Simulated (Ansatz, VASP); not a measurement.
**CdSe in VASP and in Ansatz**

```xyz
2
Lattice="0.0000 3.0703 3.0703 3.0703 0.0000 3.0703 3.0703 3.0703 0.0000" Properties=species:S:1:pos:R:3 pbc="T T T"
Cd    0.0000    0.0000    0.0000
Se    1.5351    1.5351    1.5351
```

Alike in both runs: task single point; functional PBE; k mesh 8 × 8 × 8; occupations fermi-dirac, width 0.05 eV; no spin polarisation.

|  | VASP | Ansatz |
| --- | --- | --- |
| version | VASP 6.6.1 | Ansatz 0.2.0 |
| potentials or method | VASP PAW PBE potentials, release 64 (Cd, Se), cutoff 520 eV | all-electron LAPW, scalar-relativistic |

```csv
,VASP,Ansatz,Ansatz less VASP
gap on the k mesh at the Fermi level (eV),0.55,0.55,+0.001
least direct gap on the mesh (eV),0.55,0.55,+0.001
pressure (GPa),1.6,1.3,-0.26
```

Ansatz ran all-electron here, so the differences hold the error of VASP's frozen core and of both bases.

As with any semilocal functional, this PBE gap is likely too small.
